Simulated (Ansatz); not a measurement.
We consider zinc-blende ZnTe, described by PBE-D3(BJ) (Ansatz, an electronic-structure program, PAW).

Numerical settings: plane-wave cutoff 520 eV, 10×10×10 k mesh, Fermi–Dirac smearing 0.01 eV, scalar-relativistic PAW data made under PBE.

Computed points:

```
V (Å³/atom)  E − E_lowest (meV/atom)  P (GPa)
-----------  -----------------------  -------
26.465                         17.49     3.52
27.028                          7.47     2.21
27.591                          1.80     1.04
28.154                          0.00     0.00
28.717                          1.67    -0.93
29.280                          6.43    -1.76
29.843                         13.96    -2.50
```

**Question.** Estimate the bulk modulus and its pressure derivative from these points.

**Answer.** V0 = 28.154 Å³/atom, B0 = 49.2 GPa, B′ = 4.7 (fit to the energies at full precision).

Measured, for comparison: bulk modulus 51 ± 3 GPa (room temperature, not corrected to a static lattice; as tabulated in Determination of phase transition pressures of ZnTe under quasihydrostatic …); equilibrium volume per atom 28.42 Å³/atom (room temperature, not corrected to a static lattice; as tabulated in Albrecht et al. (1997), arXiv:cond-mat/9706128). Computed (rounded) less measured: bulk modulus -4 % (inside the measured uncertainty), equilibrium volume per atom -1.0 %. A static lattice is as a rule a little smaller and stiffer than an uncorrected measurement, which narrows the difference in the equilibrium volume per atom and would widen misses of the other sign.

Spin–orbit coupling is not included.
